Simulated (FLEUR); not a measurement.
# SnSe2 under changes of volume

One of the cells (25.726 Å³/atom); the others are scaled copies at fixed shape and fractional positions:

```xyz
3
Lattice="3.8110 0.0000 0.0000 -1.9055 3.3004 0.0000 0.0000 0.0000 6.1360" Properties=species:S:1:pos:R:3 pbc="T T T"
Sn    0.0000    0.0000    0.0000
Se    1.9055    1.1001    4.6081
Se    0.0000    2.2003    1.5279
```

| Item | Value |
| --- | --- |
| Program | FLEUR MaX-R8.1 (patched build s14) |
| Functional | RPBE |
| Potentials or basis | all-electron |
| Basis | FLAPW |
| Kmax | 3.8 1/bohr |
| k mesh | 8 × 8 × 5 |
| Occupations | fermi-dirac, width 0.05 eV |
| Spin | no spin polarisation |

```csv
volume (Å³/atom),energy over the lowest point (meV/atom),gap on the mesh (eV)
24.182,145.78,1.09
24.697,106.81,1.07
25.726,?,?
26.755,11.59,0.95
27.270,0.00,0.92
```

Task: What does the run at 25.726 Å³/atom give?

Result: Energy over the lowest point 48.32 meV/atom; gap on the mesh 1.01 eV.

Worked out: A Birch-Murnaghan fit of order 2 (a polynomial in V^(-2/3)) to the other rows has no minimum within the range. It gives 48.32 meV/atom at 25.726 Å³/atom, against the run's 48.32. A straight line through the other rows of the gap, of slope -1.44 eV per unit of ln V, gives 1.01 eV, against the run's 1.01.

Energies are extrapolated to zero smearing.

Caveats: the plane-wave cutoff is short for the semicore states, which can make moduli rough; spin-orbit coupling is left out, which moves the levels of the heavy elements; an odd mesh through Γ misses points on the zone boundary, where band edges often lie; this functional lacks dispersion, which binds the layers, so the pressure and a relaxed spacing across them are unreliable.
